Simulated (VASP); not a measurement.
# TiAl3 (I4/mmm) in VASP: a series of runs

Runs on TiAl3. Level: PBE. Tasks: single point.

Program: VASP 6.6.1. These are calculated values, not measurements. Logs are shortened: lines on timing, memory, paths and dates and some standing lists are left out, and cuts for length are marked.

## 1. Starting point

The structure is tetragonal, space group I4/mmm (No. 139). Conventional cell: a = 3.845 Å, b = 3.845 Å, c = 8.623 Å, α = 90.00°, β = 90.00°, γ = 90.00°. Around Ti (site symmetry 4/mmm) lie 12 Al at 2.72 to 2.89 Å. Around Al (site symmetry 4/mmm) lie 4 Ti at 2.72 Å and 8 Al at 2.89 Å. Al (site symmetry -4m2) has 8 Al at 2.72 to 2.89 Å and 4 Ti at 2.89 Å as nearest neighbours.

The cell comes from a database or a generator and needn't be the stable form of this composition.

## 2. Single point, PBE

INCAR reads:

```
  ALGO = Fast
  EDIFF = 1E-7
  ENCUT = 520
  GGA = PE
  ISIF = 2
  ISMEAR = 0
  LASPH = True
  LCHARG = False
  LREAL = False
  LWAVE = False
  NBANDS = 18
  NELM = 100
  PREC = Accurate
  SIGMA = 0.1
```

KPOINTS reads:

```
k-points
0
Gamma
  16 16 16
```

POSCAR reads:

```
TiAl3
1.0
   -1.9226734293      1.9226734293      4.3114047963
    1.9226734293     -1.9226734293      4.3114047963
    1.9226734293      1.9226734293     -4.3114047963
Ti Al
1 3
Direct
    0.0000000000      0.0000000000      0.0000000000
    0.5000000000      0.5000000000      0.0000000000
    0.7500000000      0.2500000000      0.5000000000
    0.2500000000      0.7500000000      0.5000000000
```

Potentials or basis: VASP PAW PBE potentials, release 64 (Ti_sv, Al).

On the command line:

```
cat potpaw_PBE.64/Ti_sv/POTCAR potpaw_PBE.64/Al/POTCAR > POTCAR
mpirun -np 1 vasp_std > vasp.out
```

OUTCAR:

```text
EDIFF = 1E-7
   ENCUT = 520
   GGA = PE
   ISIF = 2
   ISMEAR = 0
   LASPH = True
   LREAL = False
   NELM = 100
   PREC = Accurate

 ion  position               nearest neighbor table
   1  0.000  0.000  0.000-   2 2.72   2 2.72   2 2.72   2 2.72   4 2.89   3 2.89   4 2.89   4 2.89
                             3 2.89   3 2.89   4 2.89   3 2.89
   2  0.500  0.500  0.000-   1 2.72   1 2.72   1 2.72   1 2.72   4 2.89   3 2.89   4 2.89   3 2.89
                             4 2.89   4 2.89   3 2.89   3 2.89
   3  0.750  0.250  0.500-   4 2.72   4 2.72   4 2.72   4 2.72   2 2.89   1 2.89   2 2.89   1 2.89
                             2 2.89   2 2.89   1 2.89   1 2.89
   4  0.250  0.750  0.500-   3 2.72   3 2.72   3 2.72   3 2.72   2 2.89   1 2.89   2 2.89   2 2.89
                             1 2.89   1 2.89   2 2.89   1 2.89

  LATTYP: Found a body centered tetragonal cell.
 ALAT       =     3.8453468586
 C/A-ratio  =     2.2424009874

  Lattice vectors:

 A1 = (  -1.9226734293,   1.9226734293,   4.3114047963)
 A2 = (   1.9226734293,  -1.9226734293,   4.3114047963)
 A3 = (   1.9226734293,   1.9226734293,  -4.3114047963)

Analysis of symmetry for initial positions (statically):
=====================================================================
 Subroutine PRICEL returns:
 Original cell was already a primitive cell.

 Routine SETGRP: Setting up the symmetry group for a
 body centered tetragonal supercell.

 Subroutine GETGRP returns: Found 16 space group operations
 (whereof 16 operations were pure point group operations)
 out of a pool of 16 trial point group operations.

The static configuration has the point symmetry D_4h.

Analysis of symmetry for dynamics (positions and initial velocities):
=====================================================================
 Subroutine PRICEL returns:
 Original cell was already a primitive cell.

 Routine SETGRP: Setting up the symmetry group for a
 body centered tetragonal supercell.

 Subroutine GETGRP returns: Found 16 space group operations
 (whereof 16 operations were pure point group operations)
 out of a pool of 16 trial point group operations.

The dynamic configuration has the point symmetry D_4h.

 Subroutine INISYM returns: Found 16 space group operations
 (whereof 16 operations are pure point group operations),
 and found     1 'primitive' translations

----------------------------------------------------------------------------------------
[... 95 lines left out ...]
   ENCUT  =  520.0 eV  38.22 Ry    6.18 a.u.   9.48  9.48  9.48*2*pi/ulx,y,z
   NELM   =    100;   NELMIN=  2; NELMDL= -5     # of ELM steps
   EDIFF  = 0.1E-06   stopping-criterion for ELM
   LREAL  =      F    real-space projection
   EDIFFG = 0.1E-05   stopping-criterion for IOM
   NSW    =      0    number of steps for IOM
   IBRION =     -1    ionic relax: 0-MD 1-quasi-New 2-CG
   NFREE  =      0    steps in history (QN), initial steepest desc. (CG)
   ISIF   =      2    stress and relaxation
   ISYM   =      2    0-nonsym 1-usesym 2-fastsym
   POTIM  = 0.5000    time-step for ionic-motion
   TEBEG  =    0.0;   TEEND  =   0.0 temperature during run
   PSTRESS=    0.0 pullay stress
   NELECT =      21.0000    total number of electrons
   NUPDOWN=      -1.0000    fix difference up-down
   EMIN   =  10.00;   EMAX   =-10.00  energy-range for DOS
   EFERMI =   0.00;   METHOD = LEGACY
   ISMEAR =     0;   SIGMA  =   0.10  broadening in eV -4-tet -1-fermi 0-gaus
   EFERMI_NEDOS =   21; number of points for ismear=-14 and -15
   IALGO  =     68    algorithm
   IMIX   =      4    mixing-type and parameters
     AMIX     =   0.40;   BMIX     =  1.00
     AMIX_MAG =   1.60;   BMIX_MAG =  1.00
  volume/ion in A,a.u.               =      15.94       107.55
  Fermi-wavevector in a.u.,A,eV,Ry     =   1.130623  2.136568 17.392455  1.278309
  Thomas-Fermi vector in A             =   2.267320
   LORBIT       =      0    0 simple, 1 ext, 2 COOP (PROOUT), +10 PAW based schemes
   GGA     = PE    functional components
   LHFCALC =     F    Hartree Fock is set to
   AEXX    =    0.0000 exact exchange contribution
   IVDW    =     0    specifies the selected vdW correction
   LEPSILON=     F    determine dielectric tensor
   LRPA    =     F    only Hartree local field effects (RPA)
 non-spin polarized calculation
 RMM-DIIS sequential band-by-band and
 Gauss-broadening in eV      SIGMA  =   0.10
  energy-cutoff  :      520.00
  volume of cell :       63.75
 maximum number of plane-waves:      1752
 NGX is ok and might be reduce to    40
   NGX = 19   NGY = 19   NGZ = 19

 number of electron      21.0000000 magnetization

 Free energy of the ion-electron system (eV)
  ---------------------------------------------------
  ext. energy  EPLUGINS =         0.00000000
  ---------------------------------------------------
  free energy    TOTEN  =       -20.66549979 eV

  energy without entropy =      -20.65674586  energy(sigma->0) =      -20.66112282

 E-fermi :   8.1753     XC(G=0): -10.7175

 val. band max:        8.1699212553   @ k =  -0.3750   0.5000   0.2500
 cond. band min:       8.1819669597   @ k =   0.3750   0.1875   0.0000
 fundamental gap:      0.0120457044
 Fermi energy:         8.1752787359

 k-point     1 :       0.0000    0.0000    0.0000
  band No.  band energies     occupation
      1     -48.3307      2.00000
      2     -24.6431      2.00000
      3     -24.6431      2.00000
      4     -24.5644      2.00000
      5      -1.8576      2.00000
      6       5.3135      2.00000
[... 481 lines left out ...]
      5      -1.7770      2.00000
      6       5.3816      2.00000
[... 10 lines left out ...]
     17      12.0523      0.00000
     18      12.3197      0.00000

 [... further k-points ...]
[... 5 lines left out ...]
  --------------------------------------------------------------------------------------
  -------------------------------------------------------------------------------------
  Total       -0.0118792     -0.0118792     -0.0189361      0.0000000      0.0000000      0.0000000
  in kB       -0.2985445     -0.2985445     -0.4758949      0.0000000      0.0000000      0.0000000
  external PRESSURE =      -0.3576613 kB  Pullay stress =       0.0000000 kB

 VOLUME and BASIS-vectors are now :
 -----------------------------------------------------------------------------
  energy-cutoff  :      520.00
  volume of cell :       63.75
      direct lattice vectors                 reciprocal lattice vectors
    -1.922673429  1.922673429  4.311404796     0.000000000  0.260054564  0.115971481
     1.922673429 -1.922673429  4.311404796     0.260054564  0.000000000  0.115971481
     1.922673429  1.922673429 -4.311404796     0.260054564  0.260054564  0.000000000

 POSITION                                       TOTAL-FORCE (eV/Angst)
 -----------------------------------------------------------------------------------
      0.00000      0.00000      0.00000        -0.000000      0.000000     -0.000000
      0.00000      0.00000      4.31140        -0.000000      0.000000     -0.000000
     -0.00000      1.92267      2.15570        -0.000000      0.000000      0.000000
      1.92267     -0.00000      2.15570         0.000000     -0.000000     -0.000000
 -----------------------------------------------------------------------------------
    total drift:                               -0.000000     -0.000000     -0.000000

  FREE ENERGIE OF THE ION-ELECTRON SYSTEM (eV)
  ---------------------------------------------------
  free  energy   TOTEN  =       -20.6654997904 eV

  energy  without entropy=      -20.6567458564  energy(sigma->0) =      -20.66112282
```

OSZICAR:

```text
N       E                     dE             d eps       ncg     rms          rms(c)
DAV:   1     0.120796743064E+03    0.12080E+03   -0.91796E+03 12564   0.107E+03
DAV:   2    -0.140330158943E+02   -0.13483E+03   -0.13131E+03 12824   0.282E+02
DAV:   3    -0.224778487766E+02   -0.84448E+01   -0.82783E+01 19828   0.657E+01
[... 34 lines left out ...]
RMM:  38    -0.206654992649E+02   -0.57140E-07   -0.18295E-06 16438   0.516E-03    0.597E-03
RMM:  39    -0.206654994405E+02   -0.17558E-06   -0.20888E-06 12167   0.385E-03    0.386E-03
RMM:  40    -0.206654995541E+02   -0.11353E-06   -0.12901E-06 12728   0.357E-03    0.206E-03
RMM:  41    -0.206654997061E+02   -0.15210E-06   -0.15581E-06 11293   0.289E-03    0.872E-04
RMM:  42    -0.206654997904E+02   -0.84274E-07   -0.90990E-07 10267   0.225E-03
   1 F= -.20665500E+02 E0= -.20661123E+02  d E =-.875393E-02
```

Run time: 30 min. Hardware: 1 thread of Intel Xeon Platinum 8488C (Sapphire Rapids), shared host; peak memory 0.54 GiB.

Results:

| Item | Value |
| --- | --- |
| Free energy | -20.6655 eV |
| Pressure | 0.0 GPa |
| Band gap on the k mesh | none (metal or under the smearing width) |

## 3. Single point, PBE

This run uses another cell than the first one, of 15.63 Å³/atom, 0.981 times its volume.

INCAR reads:

```
ALGO = Normal ; EDIFF = 1E-7
ENCUT = 520 ; GGA = PE
ISIF = 2 ; ISMEAR = 0
LASPH = True ; LCHARG = True
LELF = True ; LREAL = False
LVHAR = True ; LWAVE = False
NBANDS = 18 ; NELM = 80
PREC = Accurate ; SIGMA = 0.1
```

KPOINTS reads:

```
k-points
0
Gamma
  6 6 6
```

POSCAR reads:

```
TiAl3
1.0
   -1.9111067713      1.9111067713      4.2806687947
    1.9111067713     -1.9111067713      4.2806687947
    1.9111067713      1.9111067713     -4.2806687947
Ti Al
1 3
Direct
    0.0000000000      0.0000000000      0.0000000000
    0.5000000000      0.5000000000      0.0000000000
    0.7500000000      0.2500000000      0.5000000000
    0.2500000000      0.7500000000      0.5000000000
```

Potentials or basis: VASP PAW PBE potentials, release 64 (Ti_sv, Al).

On the command line:

```
cat potpaw_PBE.64/Ti_sv/POTCAR potpaw_PBE.64/Al/POTCAR > POTCAR
mpirun -np 1 vasp_std > vasp.out
```

Wall time 36 s (1 thread of Intel Xeon 6975P-C (Granite Rapids), shared host); peak memory 0.24 GiB.

It converged, with:

```yaml
Free_energy: -20.6624 eV
Pressure: 2.1 GPa
Band_gap_on_the_k_mesh: none (metal or under the smearing width)
```

Stress tensor (GPa, compression positive):
```
2.00 0.00 0.00
0.00 2.00 0.00
0.00 0.00 2.22
```

Levels at points of the mesh, in eV from the Fermi level:
```
           k point  band 8  band 9  band 10  band 11  band 12  band 13  band 14  band 15
(0.00, 0.00, 0.00)   -1.43   -1.24    -1.24     0.81     1.73     1.73     2.24     2.47
(0.50, 0.00, 0.00)   -2.97   -1.08    -0.27     0.50     1.80     2.09     2.72     3.16
(0.50, 0.50, 0.00)   -3.78   -2.73    -2.22    -1.00     1.77     1.94     2.69     2.83
(0.50, 0.50, 0.50)   -0.94   -0.94    -0.24     0.70     0.70     0.93     3.07     4.76
```

Caveat: the k mesh is coarse (spacing up to 0.39 Å⁻¹), so the values aren't converged.
